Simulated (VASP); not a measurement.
# BN (Qingsongite) (F-43m) in VASP: a series of runs

Aim: see how the results for BN (Qingsongite) move with the level of theory and the settings. Levels: PBEsol, revPBE+D3(BJ), r2SCAN, r2SCAN+rVV10. Tasks: relaxation of cell and atoms, single point.

Everything below comes from runs of VASP 6.6.1. Logs are shortened: lines on timing, memory, paths and dates and some standing lists are left out, and cuts for length are marked.

**Experimental background.**

A printed reference work, monograph reports, for a bulk crystal of BN at 300 K: band gap 6.4 eV (indirect).

How close the calculation comes is told below.

## (1) The cell of the first run

Symmetry: F-43m, No. 216, cubic system. The conventional cell has a = 3.615 Å, b = 3.615 Å, c = 3.615 Å, α = 90.00°, β = 90.00°, γ = 90.00°. B (site symmetry -43m) has 4 N at 1.57 Å within 2.1 Å. Within 2.1 Å of N (site symmetry -43m) lie 4 B at 1.57 Å.

## (2) Relaxation of cell and atoms, PBEsol

The input, INCAR:

```
SYSTEM = BN
ALGO = Normal ; EDIFF = 1E-6
EDIFFG = -0.02 ; ENCUT = 600
GGA = PS ; IBRION = 2
ISIF = 3 ; ISMEAR = -1
LASPH = .True. ; LCHARG = .False.
LREAL = .False. ; LWAVE = .False.
NELM = 80 ; NSW = 80
PREC = Accurate ; SIGMA = 0.01
```

The input, KPOINTS:

```
k-points
0
Gamma
  10 10 10
  0 0 0
```

The input, POSCAR:

```
BN
1.0
    0.0000000000      1.8075000000      1.8075000000
    1.8075000000      0.0000000000      1.8075000000
    1.8075000000      1.8075000000      0.0000000000
B N
1 1
Direct
    0.0000000000      0.0000000000      0.0000000000
    0.2500000000      0.2500000000      0.2500000000
```

Potentials or basis: VASP PAW PBE potentials, release 64 (B, N).

On the command line:

```
$ cat potpaw_PBE.64/B/POTCAR potpaw_PBE.64/N/POTCAR > POTCAR
$ mpirun -np 1 vasp_std > vasp.out
```

OUTCAR:

```text
SYSTEM = BN
   EDIFF = 1E-6
   EDIFFG = -0.02
   ENCUT = 600
   GGA = PS
   IBRION = 2
   ISIF = 3
   ISMEAR = -1
   LASPH = .True.
   LREAL = .False.
   NELM = 80
   NSW = 80
   PREC = Accurate

 ion  position               nearest neighbor table
   1  0.000  0.000  0.000-   2 1.57   2 1.57   2 1.57   2 1.57
   2  0.250  0.250  0.250-   1 1.57   1 1.57   1 1.57   1 1.57

  LATTYP: Found a face centered cubic cell.
 ALAT       =     3.6150000000

  Lattice vectors:

 A1 = (   0.0000000000,   1.8075000000,   1.8075000000)
 A2 = (   1.8075000000,   0.0000000000,   1.8075000000)
 A3 = (   1.8075000000,   1.8075000000,   0.0000000000)

Analysis of symmetry for initial positions (statically):
=====================================================================
 Subroutine PRICEL returns:
 Original cell was already a primitive cell.

 Routine SETGRP: Setting up the symmetry group for a
 face centered cubic supercell.

 Subroutine GETGRP returns: Found 24 space group operations
 (whereof 24 operations were pure point group operations)
 out of a pool of 48 trial point group operations.

The static configuration has the point symmetry T_d .

Analysis of symmetry for dynamics (positions and initial velocities):
=====================================================================
 Subroutine PRICEL returns:
 Original cell was already a primitive cell.

 Routine SETGRP: Setting up the symmetry group for a
 face centered cubic supercell.

 Subroutine GETGRP returns: Found 24 space group operations
 (whereof 24 operations were pure point group operations)
 out of a pool of 48 trial point group operations.

The dynamic configuration has the point symmetry T_d .

 Subroutine INISYM returns: Found 24 space group operations
 (whereof 24 operations are pure point group operations),
 and found     1 'primitive' translations

----------------------------------------------------------------------------------------

                                     Primitive cell

  volume of cell :      11.8104

  direct lattice vectors                    reciprocal lattice vectors
     0.000000000  1.807500000  1.807500000    -0.276625173  0.276625173  0.276625173
     1.807500000  0.000000000  1.807500000     0.276625173 -0.276625173  0.276625173
     1.807500000  1.807500000  0.000000000     0.276625173  0.276625173 -0.276625173

  length of vectors
[... 95 lines left out ...]
   EMIN   =  10.00;   EMAX   =-10.00  energy-range for DOS
   EFERMI =   0.00;   METHOD = LEGACY
   ISMEAR =    -1;   SIGMA  =   0.01  broadening in eV -4-tet -1-fermi 0-gaus
   EFERMI_NEDOS =   21; number of points for ismear=-14 and -15
   IALGO  =     38    algorithm
   IMIX   =      4    mixing-type and parameters
     AMIX     =   0.40;   BMIX     =  1.00
     AMIX_MAG =   1.60;   BMIX_MAG =  1.00
  volume/ion in A,a.u.               =       5.91        39.85
  Fermi-wavevector in a.u.,A,eV,Ry     =   1.437749  2.716952 28.124920  2.067123
  Thomas-Fermi vector in A             =   2.556793
   LORBIT       =      0    0 simple, 1 ext, 2 COOP (PROOUT), +10 PAW based schemes
   GGA     = PS    functional components
   LHFCALC =     F    Hartree Fock is set to
   AEXX    =    0.0000 exact exchange contribution
   IVDW    =     0    specifies the selected vdW correction
   LEPSILON=     F    determine dielectric tensor
   LRPA    =     F    only Hartree local field effects (RPA)
 conjugate gradient relaxation of ions
 non-spin polarized calculation
  energy-cutoff  :      600.00
  volume of cell :       11.81
 maximum number of plane-waves:       411
   NGX = 11   NGY = 11   NGZ = 11

--------------------------------------- Ionic step        1  -------------------------------------------

 number of electron       7.9999999 magnetization

 Free energy of the ion-electron system (eV)
  ---------------------------------------------------
  ext. energy  EPLUGINS =         0.00000000
  ---------------------------------------------------
  free energy    TOTEN  =       -18.35031658 eV

  energy without entropy =      -18.35031658  energy(sigma->0) =      -18.35031658

------------------------ aborting loop because EDIFF is reached ----------------------------------------

  FORCE on cell =-STRESS in cart. coord.  units (eV):
  Direction    XX          YY          ZZ          XY          YZ          ZX
  --------------------------------------------------------------------------------------
  -------------------------------------------------------------------------------------
  Total       -0.1945014     -0.1945014     -0.1945014     -0.0000000      0.0000000      0.0000000
  in kB      -26.3856804    -26.3856804    -26.3856804     -0.0000000      0.0000000      0.0000000
  external PRESSURE =     -26.3856804 kB  Pullay stress =       0.0000000 kB
[... 59 lines left out ...]
--------------------------------------- Ionic step        3  -------------------------------------------

 number of electron       7.9999999 magnetization

 Free energy of the ion-electron system (eV)
  ---------------------------------------------------
  ext. energy  EPLUGINS =         0.00000000
  ---------------------------------------------------
  free energy    TOTEN  =       -18.35099535 eV

  energy without entropy =      -18.35099535  energy(sigma->0) =      -18.35099535

 E-fermi :   7.6830     XC(G=0): -13.0502

 val. band max:        7.4482881377   @ k =   0.0000   0.0000   0.0000
 cond. band min:      11.7323101430   @ k =   0.5000   0.5000   0.0000
 fundamental gap:      4.2840220053
 Fermi energy:         7.6829619447

 k-point     1 :       0.0000    0.0000    0.0000
  band No.  band energies     occupation
      1     -12.8842      2.00000
      2       7.4483      2.00000
      3       7.4483      2.00000
      4       7.4483      2.00000
      5      16.2423      0.00000
      6      16.2423      0.00000
      7      16.2423      0.00000
      8      17.8288      0.00000
[... 243 lines left out ...]
 k-point    24 :       0.4000    0.3000    0.0000
  band No.  band energies     occupation
      1      -9.0555      2.00000
      2       0.6232      2.00000
      3       2.8695      2.00000
      4       3.3156      2.00000
      5      13.4159      0.00000
      6      17.9906      0.00000
      7      22.9696      0.00000
      8      23.0609      0.00000

 [... further k-points ...]

------------------------ aborting loop because EDIFF is reached ----------------------------------------

  FORCE on cell =-STRESS in cart. coord.  units (eV):
  Direction    XX          YY          ZZ          XY          YZ          ZX
  --------------------------------------------------------------------------------------
  -------------------------------------------------------------------------------------
  Total        0.0001856      0.0001856      0.0001856     -0.0000000      0.0000000     -0.0000000
  in kB        0.0253500      0.0253500      0.0253500     -0.0000000      0.0000000     -0.0000000
  external PRESSURE =       0.0253500 kB  Pullay stress =       0.0000000 kB
[... 17 lines left out ...]
  FREE ENERGIE OF THE ION-ELECTRON SYSTEM (eV)
  ---------------------------------------------------
  free  energy   TOTEN  =       -18.3509953519 eV

  energy  without entropy=      -18.3509953519  energy(sigma->0) =      -18.35099535

 reached required accuracy - stopping structural energy minimisation
```

OSZICAR:

```text
N       E                     dE             d eps       ncg     rms          rms(c)
DAV:   1     0.117735489484E+02    0.11774E+02   -0.58483E+03   792   0.113E+03
DAV:   2    -0.190637767098E+02   -0.30837E+02   -0.29284E+02  1088   0.200E+02
DAV:   3    -0.192955389017E+02   -0.23176E+00   -0.23176E+00   888   0.200E+01
DAV:   4    -0.192957128424E+02   -0.17394E-03   -0.17394E-03  1000   0.533E-01
[... 17 lines left out ...]
DAV:   1    -0.183518544553E+02   -0.15905E-02   -0.26762E-02   800   0.169E+00    0.212E-01
DAV:   2    -0.183510463609E+02    0.80809E-03   -0.37320E-03   920   0.494E-01    0.567E-02
DAV:   3    -0.183510080766E+02    0.38284E-04   -0.97988E-05   864   0.103E-01    0.229E-02
DAV:   4    -0.183509956973E+02    0.12379E-04   -0.16661E-05   888   0.368E-02    0.650E-03
DAV:   5    -0.183509953519E+02    0.34544E-06   -0.49225E-07   400   0.653E-03
   3 F= -.18350995E+02 E0= -.18350995E+02  d E =-.678770E-03
```

CONTCAR:

```text
BN
   1.00000000000000
    -0.0000000000000000    1.8033210284411072    1.8033210284411072
     1.8033210284411072    0.0000000000000000    1.8033210284411072
     1.8033210284411072    1.8033210284411072   -0.0000000000000000
  B               N
     1     1
Direct
     0.0000000000000000    0.0000000000000000    0.0000000000000000
     0.2500000000000000    0.2500000000000000    0.2500000000000000

  0.00000000E+00  0.00000000E+00  0.00000000E+00
  0.00000000E+00  0.00000000E+00  0.00000000E+00
```

Wall time 6 s (1 thread of Intel Xeon 6975P-C (Granite Rapids), shared host); peak memory 0.11 GiB.

Results:

- Free energy: -18.3510 eV
- Relaxed volume: 5.86 Å³/atom
- Relaxed cell: a = 2.550 Å, b = 2.550 Å, c = 2.550 Å, α = 60.00°, β = 60.00°, γ = 60.00°
- Space group after relaxing (to 0.05 Å): F-43m (No. 216)
- Energy gained by relaxing: 0.3 meV/atom
- Ionic steps: 3
- Pressure after relaxing: 0.0 GPa
- Band gap on the k mesh: 4.28 eV, indirect (least direct gap 8.79 eV)

The path:
```csv
step,energy change (eV),largest force (eV/Å),pressure (GPa),volume (Å³)
1,0.0000,0.0000,-2.64,11.81
2,0.0001,0.0000,2.83,11.64
3,-0.0007,0.0000,0.00,11.73
```

Final structure:
```xyz
2
Lattice="0.0000 1.8033 1.8033 1.8033 0.0000 1.8033 1.8033 1.8033 0.0000" Properties=species:S:1:pos:R:3 pbc="T T T"
B     0.0000    0.0000    0.0000
N     0.9017    0.9017    0.9017
```

Levels at points of the mesh, in eV from the valence-band top:
| k point | band 1 | band 2 | band 3 | band 4 | band 5 | band 6 | band 7 | band 8 |
| --- | --- | --- | --- | --- | --- | --- | --- | --- |
| (0.00, 0.00, 0.00) | -20.33 | 0.00 | 0.00 | 0.00 | 8.79 | 8.79 | 8.79 | 10.38 |
| (0.50, 0.00, 0.00) | -16.03 | -10.84 | -1.96 | -1.96 | 10.18 | 10.66 | 10.66 | 15.15 |
| (0.50, 0.50, 0.00) | -14.64 | -9.01 | -4.97 | -4.97 | 4.28 | 9.13 | 17.98 | 17.98 |

Caveat: the PAW data sets were made with another functional, which shifts forces and pressure a little. Expect the measured gap to be larger: semilocal functionals such as PBEsol lack the derivative discontinuity.

## (3) Relaxation of cell and atoms, revPBE+D3(BJ)

The input, INCAR:

```
SYSTEM = BN
  PREC = Accurate
  ENCUT = 600
  EDIFF = 1E-6
  ISMEAR = -1
  SIGMA = 0.01
  LREAL = .False.
  LASPH = .True.
  NELM = 60
  ALGO = Normal
  ISIF = 3
  LWAVE = .False.
  LCHARG = .False.
  GGA = RE
  IVDW = 12
  IBRION = 2
  NSW = 80
  EDIFFG = -0.02
```

The input, KPOINTS:

```
Automatic mesh
0
Gamma
  10 10 10
  0 0 0
```

POSCAR is that of step 2.

Potentials or basis: VASP PAW PBE potentials, release 64 (B, N).

On the command line:

```
$ cat potpaw_PBE.64/B/POTCAR potpaw_PBE.64/N/POTCAR > POTCAR
$ mpirun -np 1 vasp_std > vasp.out
```

OUTCAR:

```text
SYSTEM = BN
   PREC = Accurate
   ENCUT = 600
   EDIFF = 1E-6
   ISMEAR = -1
   LREAL = .False.
   LASPH = .True.
   NELM = 60
   ISIF = 3
   GGA = RE
   IVDW = 12
   IBRION = 2
   NSW = 80
   EDIFFG = -0.02
 IVDW          = 12

 ion  position               nearest neighbor table
   1  0.000  0.000  0.000-   2 1.57   2 1.57   2 1.57   2 1.57
   2  0.250  0.250  0.250-   1 1.57   1 1.57   1 1.57   1 1.57

  LATTYP: Found a face centered cubic cell.
 ALAT       =     3.6150000000

  Lattice vectors:

 A1 = (   0.0000000000,   1.8075000000,   1.8075000000)
 A2 = (   1.8075000000,   0.0000000000,   1.8075000000)
 A3 = (   1.8075000000,   1.8075000000,   0.0000000000)

Analysis of symmetry for initial positions (statically):
=====================================================================
 Subroutine PRICEL returns:
 Original cell was already a primitive cell.

 Routine SETGRP: Setting up the symmetry group for a
 face centered cubic supercell.

 Subroutine GETGRP returns: Found 24 space group operations
 (whereof 24 operations were pure point group operations)
 out of a pool of 48 trial point group operations.

The static configuration has the point symmetry T_d .

Analysis of symmetry for dynamics (positions and initial velocities):
=====================================================================
 Subroutine PRICEL returns:
 Original cell was already a primitive cell.

 Routine SETGRP: Setting up the symmetry group for a
 face centered cubic supercell.

 Subroutine GETGRP returns: Found 24 space group operations
 (whereof 24 operations were pure point group operations)
 out of a pool of 48 trial point group operations.

The dynamic configuration has the point symmetry T_d .

 Subroutine INISYM returns: Found 24 space group operations
 (whereof 24 operations are pure point group operations),
 and found     1 'primitive' translations

----------------------------------------------------------------------------------------

                                     Primitive cell

  volume of cell :      11.8104
[... 97 lines left out ...]
   POTIM  = 0.5000    time-step for ionic-motion
   TEBEG  =    0.0;   TEEND  =   0.0 temperature during run
   PSTRESS=    0.0 pullay stress
   NELECT =       8.0000    total number of electrons
   NUPDOWN=      -1.0000    fix difference up-down
   EMIN   =  10.00;   EMAX   =-10.00  energy-range for DOS
   EFERMI =   0.00;   METHOD = LEGACY
   ISMEAR =    -1;   SIGMA  =   0.01  broadening in eV -4-tet -1-fermi 0-gaus
   EFERMI_NEDOS =   21; number of points for ismear=-14 and -15
   IALGO  =     38    algorithm
   IMIX   =      4    mixing-type and parameters
     AMIX     =   0.40;   BMIX     =  1.00
     AMIX_MAG =   1.60;   BMIX_MAG =  1.00
  volume/ion in A,a.u.               =       5.91        39.85
  Fermi-wavevector in a.u.,A,eV,Ry     =   1.437749  2.716952 28.124920  2.067123
  Thomas-Fermi vector in A             =   2.556793
   LORBIT       =      0    0 simple, 1 ext, 2 COOP (PROOUT), +10 PAW based schemes
   GGA     = RE    functional components
   LHFCALC =     F    Hartree Fock is set to
   AEXX    =    0.0000 exact exchange contribution
   IVDW    =    12    specifies the selected vdW correction
   LEPSILON=     F    determine dielectric tensor
   LRPA    =     F    only Hartree local field effects (RPA)
 conjugate gradient relaxation of ions
 non-spin polarized calculation
  energy-cutoff  :      600.00
  volume of cell :       11.81
 maximum number of plane-waves:       411
   NGX = 11   NGY = 11   NGZ = 11

--------------------------------------- Ionic step        1  -------------------------------------------

 number of electron       7.9999999 magnetization

 Free energy of the ion-electron system (eV)
  ---------------------------------------------------
  ext. energy  EPLUGINS =         0.00000000
  ---------------------------------------------------
  free energy    TOTEN  =       -16.77049523 eV

  energy without entropy =      -16.77049523  energy(sigma->0) =      -16.77049523

------------------------ aborting loop because EDIFF is reached ----------------------------------------

 Edisp (eV)   -0.86231

 E8    (eV) :    -0.5065
[... 71 lines left out ...]
--------------------------------------- Ionic step        3  -------------------------------------------

 number of electron       7.9999999 magnetization

 Free energy of the ion-electron system (eV)
  ---------------------------------------------------
  ext. energy  EPLUGINS =         0.00000000
  ---------------------------------------------------
  free energy    TOTEN  =       -16.76272956 eV

  energy without entropy =      -16.76272956  energy(sigma->0) =      -16.76272956

 E-fermi :   7.9305     XC(G=0): -12.8108

 val. band max:        7.6263239151   @ k =   0.0000   0.0000   0.0000
 cond. band min:      12.1131872471   @ k =   0.5000   0.5000   0.0000
 fundamental gap:      4.4868633320
 Fermi energy:         7.9305418520

 k-point     1 :       0.0000    0.0000    0.0000
  band No.  band energies     occupation
      1     -12.7833      2.00000
      2       7.6263      2.00000
      3       7.6263      2.00000
      4       7.6263      2.00000
      5      16.5429      0.00000
      6      16.5429      0.00000
      7      16.5429      0.00000
      8      18.1457      0.00000
[... 243 lines left out ...]
 k-point    24 :       0.4000    0.3000    0.0000
  band No.  band energies     occupation
      1      -8.9746      2.00000
      2       0.7826      2.00000
      3       3.0651      2.00000
      4       3.5084      2.00000
      5      13.7774      0.00000
      6      18.3509      0.00000
      7      23.3123      0.00000
      8      23.4070      0.00000

 [... further k-points ...]

------------------------ aborting loop because EDIFF is reached ----------------------------------------

 Edisp (eV)   -0.87172

 E8    (eV) :    -0.5119
[... 25 lines left out ...]
  FREE ENERGIE OF THE ION-ELECTRON SYSTEM (eV)
  ---------------------------------------------------
  free  energy   TOTEN  =       -17.6344544111 eV

  energy  without entropy=      -17.6344544111  energy(sigma->0) =      -17.63445441

 reached required accuracy - stopping structural energy minimisation
```

CONTCAR:

```text
BN
   1.00000000000000
    -0.0000000000000000    1.8009323680146945    1.8009323680146945
     1.8009323680146945    0.0000000000000000    1.8009323680146945
     1.8009323680146945    1.8009323680146945   -0.0000000000000000
  B               N
     1     1
Direct
     0.0000000000000000    0.0000000000000000    0.0000000000000000
     0.2500000000000000    0.2500000000000000    0.2500000000000000

  0.00000000E+00  0.00000000E+00  0.00000000E+00
  0.00000000E+00  0.00000000E+00  0.00000000E+00
```

Run time: 4.7 s. Hardware: 1 thread of Intel Xeon 6975P-C (Granite Rapids), shared host; peak memory 0.13 GiB.

What came out:

| Item | Value |
| --- | --- |
| Free energy | -17.6345 eV |
| Relaxed volume | 5.84 Å³/atom |
| Relaxed cell | a = 2.547 Å, b = 2.547 Å, c = 2.547 Å, α = 60.00°, β = 60.00°, γ = 60.00° |
| Space group after relaxing (to 0.05 Å) | F-43m (No. 216) |
| Energy gained by relaxing | 0.8 meV/atom |
| Ionic steps | 3 |
| Pressure after relaxing | 0.0 GPa |
| Band gap on the k mesh | 4.49 eV, indirect (least direct gap 8.92 eV) |
| Dispersion energy per atom | -0.436 eV |

The path:
```
step  energy change (eV)  largest force (eV/Å)  pressure (GPa)  volume (Å³)
   1              0.0000                0.0000           -4.08        11.81
   2              0.0000                0.0000            4.30        11.56
   3             -0.0017                0.0000            0.00        11.68
```

Final structure:
```yaml
crystal:
  lattice:
    - [0.00000, 1.80093, 1.80093]
    - [1.80093, 0.00000, 1.80093]
    - [1.80093, 1.80093, 0.00000]
  atoms:
    - { symbol: B, position: [0.00000, 0.00000, 0.00000] }
    - { symbol: N, position: [0.25000, 0.25000, 0.25000] }
```

Levels at points of the mesh, in eV from the valence-band top:
```csv
k point,band 2,band 3,band 4,band 5,band 6,band 7
"(0.00, 0.00, 0.00)",0.00,0.00,0.00,8.92,8.92,8.92
"(0.50, 0.00, 0.00)",-10.80,-1.96,-1.96,10.28,10.80,10.80
"(0.50, 0.50, 0.00)",-9.01,-4.96,-4.96,4.49,9.30,18.18
```

Caveat: the PAW data sets were made with another functional, which shifts forces and pressure a little. A k mesh can miss the band edges.

(Continued in part 2 of 2.)
